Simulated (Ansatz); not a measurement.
**ZnTe: response to strain**

Start from ZnTe in the zinc blende structure (space group F-43m, No. 216; a = 6.179 Å). Axes: x, y, z lie along the cube axes.

Strains are applied to the cell and any free atomic positions relax; under biaxial strain the out-of-plane vector relaxes too.

Levels (all Ansatz, an electronic-structure program, PAW, earlier PAW set): PBE (420 eV, scalar-relativistic without spin-orbit coupling); PBEsol (420 eV, no spin-orbit coupling).

The base cell above is that of PBE; each level relaxes its own structures.

Notes on the quantities. energy relative to the base: free energy F.

```csv
case,"energy relative to the base, PBE","energy relative to the base, PBEsol"
"biaxial strain +1.06 %, plane normal [001], relaxed out of plane",+1.2 meV/atom,+1.3 meV/atom
"biaxial strain +2.56 %, plane normal [001], relaxed out of plane",+6.9 meV/atom,+7.1 meV/atom
"biaxial strain −2.08 %, plane normal [110], relaxed out of plane",+7.1 meV/atom,+7.4 meV/atom
"biaxial strain +1.93 %, plane normal [110], relaxed out of plane",+5.8 meV/atom,+6.2 meV/atom
"biaxial strain −2.46 %, plane normal [111], relaxed out of plane",+11 meV/atom,+12 meV/atom
"biaxial strain −2.35 %, plane normal [111], relaxed out of plane",+10 meV/atom,+11 meV/atom
isotropic strain −2.62 %,+27 meV/atom,+30 meV/atom
isotropic strain +0.78 %,+2.1 meV/atom,+2.3 meV/atom
isotropic strain +2.12 %,+15 meV/atom,+16 meV/atom
uniaxial strain ε_xx = −2.72 %,+4.4 meV/atom,+4.7 meV/atom
uniaxial strain ε_zz = −2.75 %,+4.5 meV/atom,+4.8 meV/atom
tensor shear ε_yz = +0.73 %,+0.6 meV/atom,+0.6 meV/atom
```

The two levels differ by at most about 2.8 meV/atom. They put the cases in the same order.

A biaxial case was relaxed in a doubled cell and then solved in the primitive one. Whether these cells are dynamically stable was not tested.
